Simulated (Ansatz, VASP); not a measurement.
Zr: VASP beside Ansatz

```xyz
2
Lattice="3.2534 0.0000 0.0000 -1.6267 2.8175 0.0000 0.0000 0.0000 5.1811" Properties=species:S:1:pos:R:3 pbc="T T T"
Zr    0.0000    1.8784    1.2953
Zr    1.6267    0.9392    3.8858
```

Change from the starting cell: volume scaled by 1.02.

Alike in both runs: task single point; functional PBE; k mesh 13 × 13 × 7; occupations fermi-dirac, width 0.08 eV; no spin polarisation.

```csv
,VASP,Ansatz
version,VASP 6.6.1,Ansatz 0.2.0
potentials or method,"VASP PAW PBE potentials, release 64 (Zr_sv), cutoff 520 eV","all-electron LAPW, scalar-relativistic"
```

|  | VASP | Ansatz | Ansatz less VASP |
| --- | --- | --- | --- |
| pressure (GPa) | -1.3 | -1.3 | -0.01 |
| largest component of the traceless stress (GPa) | 0.35 | 0.35 | +0.003 |

Ansatz ran all-electron here, so the differences hold the error of VASP's frozen core and of both bases.
